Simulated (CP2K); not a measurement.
Crystal: SiC.

```xyz
8
Lattice="3.0757 0.0000 0.0000 -1.5378 2.6636 0.0000 0.0000 0.0000 10.0706" Properties=species:S:1:pos:R:3 pbc="T T T"
Si    0.0000    0.0000    1.8922
Si    0.0000    0.0000    6.9275
Si    0.0000    1.7758    4.4094
Si    1.5378    0.8879    9.4447
C     0.0000    0.0000    0.0046
C     0.0000    0.0000    5.0400
C     0.0000    1.7758    2.5157
C     1.5378    0.8879    7.5510
```

The cell is a database's computed one.

Base run:

```yaml
Program: CP2K 2026.2
Functional: PBEsol
Potentials_or_basis: POTENTIAL_UZH Si GTH-PBE-q4, C GTH-PBE-q4; DZVP-MOLOPT-PBE-GTH basis
Density_cutoff: 9184 eV
k_mesh: 8 × 8 × 2
Occupations: fermi-dirac, width 0.05 eV
Spin: no spin polarisation
```

Its results: band gap on the k mesh 2.34 eV, indirect (least direct gap 3.46 eV); pressure 2.2 GPa; largest force 0.013 eV/Å.

Task: After a change of settings the same cell gave: band gap on the k mesh 3.14 eV, indirect (least direct gap 4.21 eV); pressure -37.0 GPa; largest force 0.067 eV/Å. Which change was it?
A. functional from PBEsol to AM05
B. functional from PBEsol to LDA
C. functional from PBEsol to TPSS
D. functional from PBEsol to HLE16

Result: D.

Caveats: the potentials were made for another functional, which shifts forces and pressure; the basis of atomic orbitals isn't converged, which shifts pressures, moduli and gaps; the potentials were made for a functional far from this one (some runs); the cell as given lies far from equilibrium (some runs).

Runs at the PBE level aren't shown here.
